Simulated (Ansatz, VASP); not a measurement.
Two plane-wave programs on Ge

```
Ge
1.0
    -1.60842    1.60842    1.87318
     1.60842   -1.60842    1.87318
     1.60842    1.60842   -1.87318
Ge
1
Direct
  0.50000 0.50000 0.00000
```

The cell was built by a generator and needn't be a form met in nature.

Alike in both runs: task single point; functional PBE; k mesh 12 × 12 × 12; occupations gaussian, width 0.027 eV; no spin polarisation.

|  | VASP | Ansatz |
| --- | --- | --- |
| version | VASP 6.6.1 | Ansatz 0.2.0 |
| potentials or method | VASP PAW PBE potentials, release 64 (Ge_d) | Ansatz PAW |
| plane-wave cutoff (eV) | 520 | 420 |
| valence electrons in the cell | 14 | 14 |

Ansatz gave:

| Item | Value |
| --- | --- |
| gap on the k mesh at the Fermi level (eV) | none |
| pressure (GPa) | 0.8 |
| largest component of the traceless stress (GPa) | 0.63 |

Task: Which values does VASP return?

Result: gap on the k mesh at the Fermi level (eV): none; pressure (GPa): 0.7; largest component of the traceless stress (GPa): 0.63.

A gap of «none» marks a metal or a gap that the smearing closes.
